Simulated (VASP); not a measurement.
# Si2Ni (Fm-3m) in VASP: a series of runs

One crystal, Si2Ni, is run at these levels: PBE+D3(BJ); tasks: equation of state.

Everything below comes from runs of VASP 6.6.1. Logs are shortened: lines on timing, memory, paths and dates and some standing lists are left out, and cuts for length are marked.

### Step 1. The crystal as given

Symmetry: Fm-3m, No. 225, cubic system. Conventional cell: a = 5.375 Å, b = 5.375 Å, c = 5.375 Å, α = 90.00°, β = 90.00°, γ = 90.00°. Ni (site symmetry m-3m) has 8 Si at 2.33 Å as nearest neighbours. Si (site symmetry -43m) is surrounded by 4 Ni at 2.33 Å.

### Step 2. Equation of state, PBE+D3(BJ), collinear spin, ferromagnetic start, 12.42 Å³/atom (a relaxed cell with its volume scaled by 0.96)

Contents of INCAR:

```
  ALGO = Normal
  EDIFF = 1E-6
  ENCUT = 520
  GGA = PE
  ISIF = 2
  ISMEAR = -1
  ISPIN = 2
  IVDW = 12
  LASPH = T
  LCHARG = F
  LMAXMIX = 4
  LORBIT = 11
  LREAL = F
  LWAVE = F
  MAGMOM = 1 0 0
  NELM = 150
  PREC = Accurate
  SIGMA = 0.05
```

Contents of KPOINTS:

```
k-points
0
Gamma
  8 8 8
```

Contents of POSCAR:

```
Si2Ni                                   
1.0
   -0.0000000000      2.6509584227      2.6509584227
    2.6509584227      0.0000000000      2.6509584227
    2.6509584227      2.6509584227     -0.0000000000
  Ni              Si            
     1     2
Direct
     0.0000000000000000    1.0000000000000000    1.0000000000000000
     0.7500000000000000    0.7500000000000000    0.7500000000000000
     0.2500000000000000    0.2500000000000000    0.2500000000000000
```

Potentials or basis: VASP PAW PBE potentials, release 64 (Ni, Si).

Started as:

```sh
cat potpaw_PBE.64/Ni/POTCAR potpaw_PBE.64/Si/POTCAR > POTCAR
mpirun -np 1 vasp_std > vasp.out
```

OUTCAR:

```text
EDIFF = 1E-6
   ENCUT = 520
   GGA = PE
   ISIF = 2
   ISMEAR = -1
   ISPIN = 2
   IVDW = 12
   LASPH = T
   LORBIT = 11
   LREAL = F
   NELM = 150
   PREC = Accurate
 IVDW          = 12

 ion  position               nearest neighbor table
   1  0.000  0.000  0.000-   2 2.30   2 2.30   2 2.30   2 2.30   3 2.30   3 2.30   3 2.30   3 2.30

   2  0.750  0.750  0.750-   1 2.30   1 2.30   1 2.30   1 2.30   3 2.65   3 2.65   3 2.65   3 2.65
                             3 2.65   3 2.65
   3  0.250  0.250  0.250-   1 2.30   1 2.30   1 2.30   1 2.30   2 2.65   2 2.65   2 2.65   2 2.65
                             2 2.65   2 2.65

  LATTYP: Found a face centered cubic cell.
 ALAT       =     5.3019168454

  Lattice vectors:

 A1 = (   0.0000000000,   2.6509584227,   2.6509584227)
 A2 = (   2.6509584227,   0.0000000000,   2.6509584227)
 A3 = (   2.6509584227,   2.6509584227,   0.0000000000)

Analysis of symmetry for initial positions (statically):
=====================================================================
 Subroutine PRICEL returns:
 Original cell was already a primitive cell.

 Routine SETGRP: Setting up the symmetry group for a
 face centered cubic supercell.

 Subroutine GETGRP returns: Found 48 space group operations
 (whereof 48 operations were pure point group operations)
 out of a pool of 48 trial point group operations.

The static configuration has the point symmetry O_h .

Analysis of symmetry for dynamics (positions and initial velocities):
=====================================================================
 Subroutine PRICEL returns:
 Original cell was already a primitive cell.

 Routine SETGRP: Setting up the symmetry group for a
 face centered cubic supercell.

 Subroutine GETGRP returns: Found 48 space group operations
 (whereof 48 operations were pure point group operations)
 out of a pool of 48 trial point group operations.

The dynamic configuration has the point symmetry O_h .

Analysis of structural, dynamic, and magnetic symmetry:
=====================================================================
 Subroutine PRICEL returns:
 Original cell was already a primitive cell.

 Routine SETGRP: Setting up the symmetry group for a
 face centered cubic supercell.

 Subroutine GETGRP returns: Found 48 space group operations
 (whereof 48 operations were pure point group operations)
 out of a pool of 48 trial point group operations.

The overall configuration has the point symmetry O_h .

 Subroutine INISYM returns: Found 48 space group operations
 (whereof 48 operations are pure point group operations),
 and found     1 'primitive' translations

----------------------------------------------------------------------------------------

                                     Primitive cell

  volume of cell :      37.2596

  direct lattice vectors                    reciprocal lattice vectors
     0.000000000  2.650958423  2.650958423    -0.188611031  0.188611031  0.188611031
     2.650958423  0.000000000  2.650958423     0.188611031 -0.188611031  0.188611031
     2.650958423  2.650958423  0.000000000     0.188611031  0.188611031 -0.188611031

  length of vectors
     3.749021355  3.749021355  3.749021355     0.326683888  0.326683888  0.326683888

  position of ions in fractional coordinates (direct lattice)
     0.000000000  0.000000000  0.000000000
     0.750000000  0.750000000  0.750000000
     0.250000000  0.250000000  0.250000000

  ion indices of the primitive-cell ions
   primitive index   ion index
                 1           1
                 2           2
                 3           3

----------------------------------------------------------------------------------------

 KPOINTS: k-points

Automatic generation of k-mesh.
 Grid dimensions read from file:
 generate k-points for:    8    8    8

 Generating k-lattice:

  Cartesian coordinates                     Fractional coordinates (reciprocal lattice)
    -0.023576379  0.023576379  0.023576379     0.125000000  0.000000000  0.000000000
     0.023576379 -0.023576379  0.023576379     0.000000000  0.125000000  0.000000000
     0.023576379  0.023576379 -0.023576379     0.000000000  0.000000000  0.125000000

  Length of vectors
     0.040835486  0.040835486  0.040835486

  Shift w.r.t. Gamma in fractional coordinates (k-lattice)
     0.000000000  0.000000000  0.000000000

 Subroutine IBZKPT returns following result:
 ===========================================

 Found     29 irreducible k-points:

 Following reciprocal coordinates:
            Coordinates               Weight
  0.000000  0.000000  0.000000      1.000000
  0.125000  0.000000  0.000000      8.000000
  0.250000  0.000000  0.000000      8.000000
  0.375000  0.000000  0.000000      8.000000
  0.500000  0.000000  0.000000      4.000000
  0.125000  0.125000  0.000000      6.000000
[... 16 lines left out ...]
  0.500000  0.250000  0.125000     48.000000
 -0.375000  0.250000  0.125000     24.000000
 [... further k-points ...]
   k-points           NKPTS =     29   k-points in BZ     NKDIM =     29   number of bands    NBANDS=     14
   number of dos      NEDOS =    301   number of ions     NIONS =      3
   total plane-waves  NPLWV =  21952
   dimension x,y,z NGX =    28 NGY =   28 NGZ =   28
   dimension x,y,z NGXF=    56 NGYF=   56 NGZF=   56
   ions per type =               1   2
   NGX,Y,Z   is equivalent  to a cutoff of  12.42, 12.42, 12.42 a.u.
   NGXF,Y,Z  is equivalent  to a cutoff of  24.83, 24.83, 24.83 a.u.
 SYSTEM =  unknown system
   PREC   = accura    normal or accurate (medium, high low for compatibility)
   ISTART =      0    job   : 0-new  1-cont  2-samecut
   ICHARG =      2    charge: 1-file 2-atom 10-const
   ISPIN  =      2    spin polarized calculation?
   LNONCOLLINEAR =      F non collinear calculations
   LSORBIT =      F    spin-orbit coupling
   LASPH  =      T    aspherical Exc in radial PAW
   ENCUT  =  520.0 eV  38.22 Ry    6.18 a.u.   6.97  6.97  6.97*2*pi/ulx,y,z
   NELM   =    150;   NELMIN=  2; NELMDL= -5     # of ELM steps
   EDIFF  = 0.1E-05   stopping-criterion for ELM
   LREAL  =      F    real-space projection
   EDIFFG = 0.1E-04   stopping-criterion for IOM
   NSW    =      0    number of steps for IOM
   IBRION =     -1    ionic relax: 0-MD 1-quasi-New 2-CG
[... 12 lines left out ...]
   IALGO  =     38    algorithm
   IMIX   =      4    mixing-type and parameters
     AMIX     =   0.40;   BMIX     =  1.00
     AMIX_MAG =   1.60;   BMIX_MAG =  1.00
  volume/ion in A,a.u.               =      12.42        83.81
  Fermi-wavevector in a.u.,A,eV,Ry     =   1.284555  2.427457 22.450727  1.650082
  Thomas-Fermi vector in A             =   2.416742
   LORBIT       =     11    0 simple, 1 ext, 2 COOP (PROOUT), +10 PAW based schemes
   GGA     = PE    functional components
   LHFCALC =     F    Hartree Fock is set to
   AEXX    =    0.0000 exact exchange contribution
   IVDW    =    12    specifies the selected vdW correction
   LEPSILON=     F    determine dielectric tensor
   LRPA    =     F    only Hartree local field effects (RPA)
 spin polarized calculation
  energy-cutoff  :      520.00
  volume of cell :       37.26
 maximum number of plane-waves:      1018
   NGX = 13   NGY = 13   NGZ = 13

 number of electron      17.9999994 magnetization      -0.0002375

 number of electron      17.9999994 magnetization       0.0000249

 Free energy of the ion-electron system (eV)
  ---------------------------------------------------
  ext. energy  EPLUGINS =         0.00000000
  ---------------------------------------------------
  free energy    TOTEN  =       -17.24996930 eV

  energy without entropy =      -17.24304229  energy(sigma->0) =      -17.24650580

 E-fermi :  11.2845     XC(G=0): -11.8572

 val. band max:       11.2483309564   @ k =   0.5000   0.3750   0.0000
 cond. band min:      11.3799081020   @ k =   0.3750   0.2500   0.0000
 fundamental gap:      0.1315771456
 Fermi energy:        11.2844688467

 spin component 1

 k-point     1 :       0.0000    0.0000    0.0000
  band No.  band energies     occupation
      1      -3.0812      1.00000
      2       5.7276      1.00000
      3       5.7276      1.00000
      4       5.7276      1.00000
      5       7.4709      1.00000
      6       7.4709      1.00000
      7      11.5130      0.01024
      8      13.1046      0.00000
      9      13.1046      0.00000
     10      13.1046      0.00000
     11      13.5157      0.00000
     12      13.5157      0.00000
     13      13.5157      0.00000
     14      16.2004      0.00000

 k-point     2 :       0.1250    0.0000    0.0000
  band No.  band energies     occupation
      1      -2.8394      1.00000
      2       5.2986      1.00000
      3       5.8029      1.00000
      4       5.8029      1.00000
      5       7.4290      1.00000
      6       7.4290      1.00000
      7      10.4826      1.00000
      8      12.1569      0.00000
      9      12.1569      0.00000
     10      12.2123      0.00000
[... 362 lines left out ...]
 k-point    24 :      -0.3750    0.2500    0.1250
  band No.  band energies     occupation
      1       0.9118      1.00000
      2       1.3567      1.00000
      3       5.3254      1.00000
      4       5.8128      1.00000
      5       6.7125      1.00000
      6       7.4728      1.00000
      7       7.5940      1.00000
      8       8.4206      1.00000
      9       9.0287      1.00000
     10      12.6062      0.00000
     11      13.5375      0.00000
     12      16.8795      0.00000
     13      17.1899      0.00000
     14      18.2393      0.00000

 [... further k-points ...]

 spin component 2

 k-point     1 :       0.0000    0.0000    0.0000
  band No.  band energies     occupation
      1      -3.0813      1.00000
      2       5.7275      1.00000
      3       5.7275      1.00000
      4       5.7275      1.00000
      5       7.4709      1.00000
      6       7.4709      1.00000
      7      11.5130      0.01025
      8      13.1046      0.00000
      9      13.1046      0.00000
     10      13.1046      0.00000
     11      13.5157      0.00000
     12      13.5157      0.00000
     13      13.5157      0.00000
     14      16.2003      0.00000

 k-point     2 :       0.1250    0.0000    0.0000
  band No.  band energies     occupation
      1      -2.8395      1.00000
      2       5.2985      1.00000
      3       5.8028      1.00000
      4       5.8028      1.00000
      5       7.4289      1.00000
      6       7.4289      1.00000
      7      10.4826      1.00000
      8      12.1569      0.00000
      9      12.1569      0.00000
     10      12.2123      0.00000
[... 362 lines left out ...]
 k-point    24 :      -0.3750    0.2500    0.1250
  band No.  band energies     occupation
      1       0.9118      1.00000
      2       1.3567      1.00000
      3       5.3254      1.00000
      4       5.8128      1.00000
      5       6.7124      1.00000
      6       7.4728      1.00000
      7       7.5940      1.00000
      8       8.4205      1.00000
      9       9.0286      1.00000
     10      12.6062      0.00000
     11      13.5375      0.00000
     12      16.8795      0.00000
     13      17.1898      0.00000
     14      18.2384      0.00000

 [... further k-points ...]

------------------------ aborting loop because EDIFF is reached ----------------------------------------

 Edisp (eV)   -1.41720

 E8    (eV) :    -0.5943

  FORCE on cell =-STRESS in cart. coord.  units (eV):
  Direction    XX          YY          ZZ          XY          YZ          ZX
  --------------------------------------------------------------------------------------
  -------------------------------------------------------------------------------------
  Total       1.61863     1.61863     1.61863     0.00000    -0.00000     0.00000
  in kB      69.60151    69.60151    69.60151     0.00000    -0.00000     0.00000
  external pressure =       69.60 kB  Pullay stress =        0.00 kB

 VOLUME and BASIS-vectors are now :
 -----------------------------------------------------------------------------
  energy-cutoff  :      520.00
  volume of cell :       37.26
      direct lattice vectors                 reciprocal lattice vectors
     0.000000000  2.650958423  2.650958423    -0.188611031  0.188611031  0.188611031
     2.650958423  0.000000000  2.650958423     0.188611031 -0.188611031  0.188611031
     2.650958423  2.650958423  0.000000000     0.188611031  0.188611031 -0.188611031

 POSITION                                       TOTAL-FORCE (eV/Angst)
 -----------------------------------------------------------------------------------
      0.00000      0.00000      0.00000         0.000000      0.000000      0.000000
      3.97644      3.97644      3.97644        -0.000000     -0.000000     -0.000000
      1.32548      1.32548      1.32548         0.000000      0.000000      0.000000
 -----------------------------------------------------------------------------------
    total drift:                               -0.000000     -0.000000      0.000000

  FREE ENERGIE OF THE ION-ELECTRON SYSTEM (eV)
  ---------------------------------------------------
  free  energy   TOTEN  =       -18.6671695907 eV

  energy  without entropy=      -18.6602425835  energy(sigma->0) =      -18.66370609

 total charge

# of ion       s       p       d       tot
------------------------------------------
    1        0.591   0.897   8.478   9.966
    2        0.728   0.889   0.000   1.617
    3        0.728   0.889   0.000   1.617
--------------------------------------------------
tot          2.046   2.676   8.478  13.200

 magnetization (x)

# of ion       s       p       d       tot
------------------------------------------
    1       -0.000   0.000  -0.000  -0.000
    2       -0.000  -0.000   0.000  -0.000
    3       -0.000  -0.000   0.000  -0.000
--------------------------------------------------
tot         -0.000  -0.000  -0.000  -0.000
```

It took 17 s on 1 thread of Intel Xeon 6975P-C (Granite Rapids), shared host; peak memory 0.19 GiB.

What came out:

```
Free energy                                           : -18.6672 eV
Pressure                                              : 7.0 GPa
Band gap on the k mesh                                : none (metal or under the smearing width)
Net moment                                            : 0.00 μB per cell
Valence electrons inside the program's atomic spheres : Ni 9.97; Si 1.62
Dispersion energy per atom                            : -0.472 eV
```

Caveat: pairwise dispersion overbinds metals, which lowers pressure and volume.

### Step 3. Equation of state, PBE+D3(BJ), collinear spin, ferromagnetic start, 12.68 Å³/atom (a relaxed cell with its volume scaled by 0.98)

INCAR is that of step 2.

KPOINTS is that of step 2.

Contents of POSCAR:

```
Si2Ni                                   
1.0
   -0.0000000000      2.6692414723      2.6692414723
    2.6692414723      0.0000000000      2.6692414723
    2.6692414723      2.6692414723     -0.0000000000
  Ni              Si            
     1     2
Direct
     0.0000000000000000    1.0000000000000000    1.0000000000000000
     0.7500000000000000    0.7500000000000000    0.7500000000000000
     0.2500000000000000    0.2500000000000000    0.2500000000000000
```

Potentials or basis: VASP PAW PBE potentials, release 64 (Ni, Si).

Started as:

```sh
cat potpaw_PBE.64/Ni/POTCAR potpaw_PBE.64/Si/POTCAR > POTCAR
mpirun -np 1 vasp_std > vasp.out
```

It took 17 s on 1 thread of Intel Xeon 6975P-C (Granite Rapids), shared host; peak memory 0.19 GiB.

It converged, with:

```yaml
Free_energy: -18.6921 eV
Pressure: 3.2 GPa
Band_gap_on_the_k_mesh: none (metal or under the smearing width)
Net_moment: 0.00 μB per cell
Valence_electrons_inside_the_program's_atomic_spheres: Ni 9.91; Si 1.60
Dispersion_energy_per_atom: -0.463 eV
```

Caveat: pairwise dispersion overbinds metals, which lowers pressure and volume.

### Step 4. Equation of state, PBE+D3(BJ), collinear spin, ferromagnetic start, 12.94 Å³/atom

INCAR is that of step 3.

KPOINTS is that of step 3.

Contents of POSCAR:

```
Si2Ni                                   
1.0
   -0.0000000000      2.6872774348      2.6872774348
    2.6872774348      0.0000000000      2.6872774348
    2.6872774348      2.6872774348     -0.0000000000
  Ni              Si            
     1     2
Direct
     0.0000000000000000    1.0000000000000000    1.0000000000000000
     0.7500000000000000    0.7500000000000000    0.7500000000000000
     0.2500000000000000    0.2500000000000000    0.2500000000000000
```

Started as:

```sh
cat potpaw_PBE.64/Ni/POTCAR potpaw_PBE.64/Si/POTCAR > POTCAR
mpirun -np 1 vasp_std > vasp.out
```

Wall time 17 s (1 thread of Intel Xeon 6975P-C (Granite Rapids), shared host); peak memory 0.19 GiB.

Results (log left out):

- Free energy: -18.7004 eV
- Pressure: 0.0 GPa
- Band gap on the k mesh: none (metal or under the smearing width)
- Net moment: 0.00 μB per cell
- Valence electrons inside the program's atomic spheres: Ni 9.85; Si 1.59
- Dispersion energy per atom: -0.453 eV

Caveat: pairwise dispersion overbinds metals, which lowers pressure and volume.

### Step 5. Equation of state, PBE+D3(BJ), collinear spin, ferromagnetic start, 13.20 Å³/atom (a relaxed cell with its volume scaled by 1.02)

INCAR is that of step 4.

KPOINTS is that of step 4.

Contents of POSCAR:

```
Si2Ni                                   
1.0
   -0.0000000000      2.7050744927      2.7050744927
    2.7050744927      0.0000000000      2.7050744927
    2.7050744927      2.7050744927     -0.0000000000
  Ni              Si            
     1     2
Direct
     0.0000000000000000    1.0000000000000000    1.0000000000000000
     0.7500000000000000    0.7500000000000000    0.7500000000000000
     0.2500000000000000    0.2500000000000000    0.2500000000000000
```

Started as:

```sh
cat potpaw_PBE.64/Ni/POTCAR potpaw_PBE.64/Si/POTCAR > POTCAR
mpirun -np 1 vasp_std > vasp.out
```

Wall time 17 s (1 thread of Intel Xeon 6975P-C (Granite Rapids), shared host); peak memory 0.19 GiB.

Results (log left out):

```
Free energy                                           : -18.6941 eV
Pressure                                              : -2.8 GPa
Band gap on the k mesh                                : none (metal or under the smearing width)
Net moment                                            : 0.00 μB per cell
Valence electrons inside the program's atomic spheres : Ni 9.80; Si 1.58
Dispersion energy per atom                            : -0.444 eV
```

Caveat: pairwise dispersion overbinds metals, which lowers pressure and volume.

### Step 6. Equation of state, PBE+D3(BJ), collinear spin, ferromagnetic start, 13.45 Å³/atom (a relaxed cell with its volume scaled by 1.04)

INCAR is that of step 5.

KPOINTS is that of step 5.

Contents of POSCAR:

```
Si2Ni                                   
1.0
   -0.0000000000      2.7226404037      2.7226404037
    2.7226404037      0.0000000000      2.7226404037
    2.7226404037      2.7226404037     -0.0000000000
  Ni              Si            
     1     2
Direct
     0.0000000000000000    1.0000000000000000    1.0000000000000000
     0.7500000000000000    0.7500000000000000    0.7500000000000000
     0.2500000000000000    0.2500000000000000    0.2500000000000000
```

Potentials or basis: VASP PAW PBE potentials, release 64 (Ni, Si).

Started as:

```sh
cat potpaw_PBE.64/Ni/POTCAR potpaw_PBE.64/Si/POTCAR > POTCAR
mpirun -np 1 vasp_std > vasp.out
```

Run time: 21 s. Hardware: 1 thread of Intel Xeon 6975P-C (Granite Rapids), shared host; peak memory 0.2 GiB.

The run converged. Its results:

| Property | Result |
| --- | --- |
| Free energy | -18.6748 eV |
| Pressure | -5.4 GPa |
| Band gap on the k mesh | none (metal or under the smearing width) |
| Net moment | 0.00 μB per cell |
| Valence electrons inside the program's atomic spheres | Ni 9.75; Si 1.57 |
| Dispersion energy per atom | -0.435 eV |

Caveat: pairwise dispersion overbinds metals, which lowers pressure and volume.

### Step 7. Equation of state, PBE+D3(BJ), collinear spin, ferromagnetic start

Potentials or basis: VASP PAW PBE potentials, release 64 (Ni, Si).

This step only gathers the single runs of the series.

Results:

| Item | Value |
| --- | --- |
| Equilibrium volume | 12.95 Å³/atom |
| Bulk modulus | 151 GPa |
| Pressure derivative of the bulk modulus | 5.1 (rough: it moves with the points fitted) |

Energy against volume, from the lowest point:
```tsv
volume (Å³/atom)	energy (meV/atom)
12.420	11.08
12.679	2.77
12.937	0.00
13.196	2.09
13.455	8.54
```
